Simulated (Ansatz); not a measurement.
A run of Ansatz 0.2.0:

input.yaml

```yaml
crystal:
  lattice:
    - [0.0, 3.10005, 3.10005]
    - [3.10005, 0.0, 3.10005]
    - [3.10005, 3.10005, 0.0]
  atoms:
    - { symbol: Ba, position: [0.0, 0.0, 0.0] }
    - { symbol: F, position: [0.75, 0.75, 0.75] }
    - { symbol: F, position: [0.25, 0.25, 0.25] }
hamiltonian:
  xc: pbe
  pseudopotentials: { kind: paw }
kpoints:
  mp_grid: { grid: [8, 8, 8] }
  band_path:
    path:
      - [[0.0, 0.0, 0.0], [0.5, 0.0, 0.5], [0.5, 0.25, 0.75], [0.375, 0.375, 0.75], [0.0, 0.0, 0.0], [0.5, 0.5, 0.5], [0.625, 0.25, 0.625], [0.5, 0.25, 0.75], [0.5, 0.5, 0.5], [0.375, 0.375, 0.75]]
      - [[0.625, 0.25, 0.625], [0.5, 0.0, 0.5]]
    npoints: 14
scf:
  occupations: { method: fermi_dirac, width: 0.05 }
  n_extra_bands: 7
output:
  forces: true
  stress: true
  eigenvalues: true
  fatbands: false
```

Potentials or basis: Ansatz PAW.

The run is started by

```sh
$ ansatz run input.yaml --threads 2 --pin off --max-ram 5632MiB --backend cpu --events-out ev --progress --plain --runs-dir out
```

Hardware: 2 threads of Arm Neoverse V2, on a shared host.

Q: Estimate the wall time of this run.

A: It took 2.5 s on 2 threads of Arm Neoverse V2 (shared host), peak memory 0.33 GiB. Counts: scf iterations 7, plane waves 1211, k points 29, bands 19.
